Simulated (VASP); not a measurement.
Ga2O3:

```
Ga O
1.0
     2.49973    1.44322    4.50032
    -2.49973    1.44322    4.50032
     0.00000   -2.88643    4.50032
Ga O
4 6
Direct
  0.35596 0.35596 0.35596
  0.14404 0.14404 0.14404
  0.64404 0.64404 0.64404
  0.85596 0.85596 0.85596
  0.55260 0.94740 0.25000
  0.25000 0.55260 0.94740
  0.94740 0.25000 0.55260
  0.44740 0.05260 0.75000
  0.75000 0.44740 0.05260
  0.05260 0.75000 0.44740
```

- Program: VASP 6.6.1
- Task: relaxation of cell and atoms
- Functional: LDA
- Potentials or basis: VASP PAW LDA potentials, release 64 (Ga_d, O)
- Cutoff: 600 eV
- k mesh: 7 × 7 × 7
- Occupations: gaussian, width 0.03 eV
- Spin: no spin polarisation

At the start: pressure -6.1 GPa; volume 9.74 Å³/atom.

Task: How do energy, volume and symmetry change on relaxing?

Result: Over 5 steps the energy falls by 5.4 meV/atom and the volume is 9.47 Å³/atom (-2.8 %); space group R-3c (No. 167, to 0.05 Å).

The path:
| step | energy change (eV) | largest force (eV/Å) | pressure (GPa) | volume (Å³) |
| --- | --- | --- | --- | --- |
| 1 | 0.0000 | 0.0791 | -6.08 | 97.41 |
| 2 | -0.0038 | 0.0217 | 6.68 | 92.29 |
| 3 | -0.0534 | 0.0410 | -0.03 | 94.74 |
| 4 | -0.0534 | 0.0397 | 0.23 | 94.69 |
| 5 | -0.0544 | 0.0087 | 0.11 | 94.68 |

Final structure:
```yaml
crystal:
  lattice:
    - [2.47999, 1.43182, 4.44405]
    - [-2.47999, 1.43182, 4.44405]
    - [0.00000, -2.86365, 4.44405]
  atoms:
    - { symbol: Ga, position: [0.35567, 0.35567, 0.35567] }
    - { symbol: Ga, position: [0.14433, 0.14433, 0.14433] }
    - { symbol: Ga, position: [0.64433, 0.64433, 0.64433] }
    - { symbol: Ga, position: [0.85567, 0.85567, 0.85567] }
    - { symbol: O, position: [0.55245, 0.94755, 0.25000] }
    - { symbol: O, position: [0.25000, 0.55245, 0.94755] }
    - { symbol: O, position: [0.94755, 0.25000, 0.55245] }
    - { symbol: O, position: [0.44755, 0.05245, 0.75000] }
    - { symbol: O, position: [0.75000, 0.44755, 0.05245] }
    - { symbol: O, position: [0.05245, 0.75000, 0.44755] }
```
